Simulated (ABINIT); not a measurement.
# Al (Fm-3m) in ABINIT: equation of state

Aim: energy against volume of Al in PBE, for its equilibrium volume and stiffness.

Program: ABINIT 10.8.3 (patched build). These are calculated values, not measurements. Logs are shortened: lines on timing, memory, paths and dates and some standing lists are left out, and cuts for length are marked. The log counts tension as positive stress, the text compression.

**Measured values to compare with.**

From “The interpretation of polycrystalline coherent inelastic neutron scattering from aluminium”, 2013, pmc:3831299, for a bulk crystal of Al: bulk modulus 76.9 GPa.

The results are compared with them further down.

## 1. The crystal as given

The structure is cubic, space group Fm-3m (No. 225). Conventional cell: a = 4.050 Å, b = 4.050 Å, c = 4.050 Å, α = 90.00°, β = 90.00°, γ = 90.00°. Al (site symmetry m-3m) is surrounded by 12 Al at 2.86 Å.

## 2. Equation of state, PBE

File run.abi:

```
# Datasets: one volume each
ndtset 7
getwfk -1
scalecart1 3*0.9795861087
scalecart2 3*0.9864848297
scalecart3 3*0.9932883884
scalecart4 3*1.0000000000
scalecart5 3*1.0066227096
scalecart6 3*1.0131594038
scalecart7 3*1.0196128224

# Pseudopotentials
pp_dirpath "./"
pseudos "Al.GGA_PBE-JTH.xml"

# Structure
acell 5.4112434042 5.4112434042 5.4112434042
rprim
     0.0000000000     0.7071067812     0.7071067812
     0.7071067812     0.0000000000     0.7071067812
     0.7071067812     0.7071067812     0.0000000000
ntypat 1
znucl 13
natom 1
typat 1
xred
     0.0000000000     0.0000000000     0.0000000000

# Plane-wave basis
ecut 15.0
pawecutdg 30.0

# k points
kptopt 1
ngkpt 11 11 11
nshiftk 1
shiftk 0.0 0.0 0.0

# Exchange and correlation
ixc 11

# Bands and occupations
nband 6
occopt 3
tsmear 0.00183747

# SCF cycle
nstep 100
tolvrs 1.0e-9

# Output
iomode 3
prtwf 1
prtden 0
prteig 0
prtebands 0
enunit 2
```

Potentials or basis: JTH PAW PBE v2.0.

Run with:

```sh
$ abinit run.abi > log 2>&1
```

run.abo:

```text
.Version 10.8.3 of ABINIT
 DATASET    1 : space group Fm -3 m (#225); Bravais cF (face-center cubic)
================================================================================
 Values of the parameters that define the memory need for DATASET  1.
     intxc =       0    ionmov =       0      iscf =      17    lmnmax =       8
     lnmax =       4     mgfft =      20  mpssoang =       2    mqgrid =    3001
     natom =       1  nloc_mem =       2    nspden =       1   nspinor =       1
    nsppol =       1      nsym =      48    n1xccc =       1    ntypat =       1
    occopt =       3   xclevel =       2
       mpw =         303          nfft =        8000          nkpt =          56
 PAW method is used; the additional fine FFT grid is defined by:
   mgfftf=        30    nfftf =     27000
================================================================================
================================================================================
[... 71 lines left out ...]
 DATASET    7 : space group Fm -3 m (#225); Bravais cF (face-center cubic)
================================================================================
 Values of the parameters that define the memory need for DATASET  7.
     intxc =       0    ionmov =       0      iscf =      17    lmnmax =       8
     lnmax =       4     mgfft =      20  mpssoang =       2    mqgrid =    3001
     natom =       1  nloc_mem =       2    nspden =       1   nspinor =       1
    nsppol =       1      nsym =      48    n1xccc =       1    ntypat =       1
    occopt =       3   xclevel =       2
       mpw =         337          nfft =        8000          nkpt =          56
 PAW method is used; the additional fine FFT grid is defined by:
   mgfftf=        30    nfftf =     27000
================================================================================
================================================================================

--------------------------------------------------------------------------------
------------- Echo of variables that govern the present computation ------------
--------------------------------------------------------------------------------
 -outvars: echo values of preprocessed input variables --------
            acell      5.4112434042E+00  5.4112434042E+00  5.4112434042E+00 Bohr
              amu      2.69815390E+01
             ecut      1.50000000E+01 Hartree
           enunit           2
           getwfk          -1
                       outvar_i_n : Printing only first  50 k-points.
              ixc          11
           jdtset        1    2    3    4    5    6    7
                       outvar_i_n : Printing only first  50 k-points.
         kptrlatt       11    0    0      0   11    0      0    0   11
          kptrlen1     5.83085676E+01
          kptrlen2     5.87192048E+01
          kptrlen3     5.91241776E+01
          kptrlen4     5.95236774E+01
          kptrlen5     5.99178855E+01
          kptrlen6     6.03069736E+01
          kptrlen7     6.06911048E+01
            natom           1
[... 34 lines left out ...]
                       7.2097514092E-01  0.0000000000E+00  7.2097514092E-01
                       7.2097514092E-01  7.2097514092E-01  0.0000000000E+00
          spgroup         225
           tolvrs      1.00000000E-09
           tsmear      1.83747000E-03 Hartree
            typat      1
           useylm           1
                       outvars : Printing only first  50 k-points.
            znucl       13.00000

================================================================================

 chkinp: Checking input parameters for consistency, jdtset=   1.

 chkinp: Checking input parameters for consistency, jdtset=   2.
[... 43 lines left out ...]
 getcut : COMMENT -
  Note that boxcut > 2.2 ; recall that boxcut=Gcut(box)/Gcut(sphere) = 2
  is sufficient for exact treatment of convolution.
  Such a large boxcut is a waste : you could raise ecut
  e.g. ecut=   39.603806 Hartrees makes boxcut=2

--- Pseudopotential description ------------------------------------------------
- pspini: atom type   1  psp file is ./Al.GGA_PBE-JTH.xml
 Pseudopotential format is: paw10
 basis_size (lnmax)=  4 (lmn_size=  8), orbitals=   0   0   1   1
 Spheres core radius: rc_sph= 1.90363307
 Shapefunction is SIN type: shapef(r)=[sin(pi*r/rshp)/(pi*r/rshp)]**2
 Radius for shape functions =  1.60786206
 Compensation charge density is not taken into account in XC energy/potential

  -1.09563711E+01                                ecore*ucvol(ha*bohr**3)
--------------------------------------------------------------------------------

[... 1227 lines left out ...]
-Cartesian components of stress tensor (GPa)         [Pressure= -4.4912E+00 GPa]
- sigma(1 1)=  4.49116315E+00  sigma(3 2)=  0.00000000E+00
- sigma(2 2)=  4.49116315E+00  sigma(3 1)=  0.00000000E+00
- sigma(3 3)=  4.49116315E+00  sigma(2 1)=  0.00000000E+00

== END DATASET(S) ==============================================================
================================================================================

 -outvars: echo values of variables after computation  --------
            acell      5.4112434042E+00  5.4112434042E+00  5.4112434042E+00 Bohr
           etotal1    -2.1049181660E+00
           etotal2    -2.1052211534E+00
           etotal3    -2.1053765984E+00
           etotal4    -2.1054009406E+00
           etotal5    -2.1053113949E+00
           etotal6    -2.1051133117E+00
           etotal7    -2.1048224039E+00
            fcart1    -0.0000000000E+00 -0.0000000000E+00 -0.0000000000E+00
            fcart2    -0.0000000000E+00 -0.0000000000E+00 -0.0000000000E+00
            fcart3    -0.0000000000E+00 -0.0000000000E+00 -0.0000000000E+00
            fcart4    -0.0000000000E+00 -0.0000000000E+00 -0.0000000000E+00
            fcart5    -0.0000000000E+00 -0.0000000000E+00 -0.0000000000E+00
            fcart6    -0.0000000000E+00 -0.0000000000E+00 -0.0000000000E+00
            fcart7    -0.0000000000E+00 -0.0000000000E+00 -0.0000000000E+00
            rprim1     0.0000000000E+00  6.9267198023E-01  6.9267198023E-01
                       6.9267198023E-01  0.0000000000E+00  6.9267198023E-01
                       6.9267198023E-01  6.9267198023E-01  0.0000000000E+00
[... 17 lines left out ...]
                       7.2097514092E-01  7.2097514092E-01  0.0000000000E+00
           strten1    -1.6601369607E-04 -1.6601369607E-04 -1.6601369607E-04
                       0.0000000000E+00  0.0000000000E+00  0.0000000000E+00
           strten2    -9.7315598171E-05 -9.7315598171E-05 -9.7315598171E-05
                       0.0000000000E+00  0.0000000000E+00  0.0000000000E+00
           strten3    -3.5592600874E-05 -3.5592600874E-05 -3.5592600874E-05
                       0.0000000000E+00  0.0000000000E+00  0.0000000000E+00
           strten4     1.9704674228E-05  1.9704674228E-05  1.9704674228E-05
                       0.0000000000E+00  0.0000000000E+00  0.0000000000E+00
           strten5     6.9142345379E-05  6.9142345379E-05  6.9142345379E-05
                       0.0000000000E+00  0.0000000000E+00  0.0000000000E+00
           strten6     1.1331272177E-04  1.1331272177E-04  1.1331272177E-04
                       0.0000000000E+00  0.0000000000E+00  0.0000000000E+00
           strten7     1.5265153271E-04  1.5265153271E-04  1.5265153271E-04
                       0.0000000000E+00  0.0000000000E+00  0.0000000000E+00
 Calculation completed.
```

Run time: 13 s. Hardware: 1 thread of Arm Neoverse V1, shared host; peak memory 0.11 GiB.

What came out:

```yaml
Equilibrium_volume: 16.50 Å³/atom
Bulk_modulus: 79 GPa
Pressure_derivative_of_the_bulk_modulus: 4.4
```

Energy against volume, from the lowest point:
```
volume (Å³/atom)  energy (meV/atom)
          15.607              13.14
          15.939               4.89
          16.271               0.66
          16.603               0.00
          16.935               2.44
          17.267               7.83
          17.599              15.74
```

Caveat: pressures at fixed basis lie under the slope of the energies.

## 3. How close it comes

Step 2. A measured bulk modulus of Al is 76.9 GPa (quoted in “The interpretation of polycrystalline coherent inelastic neutron scattering from aluminium”, 2013, pmc:3831299); the calculated 79 GPa misses it by +2.6 %. The fit is for a static lattice scaled at fixed shape and fixed fractional positions. The cell as given is a measured one (16.60 Å³/atom); PBE puts the equilibrium volume -0.6 % from it, thermal expansion not counted.
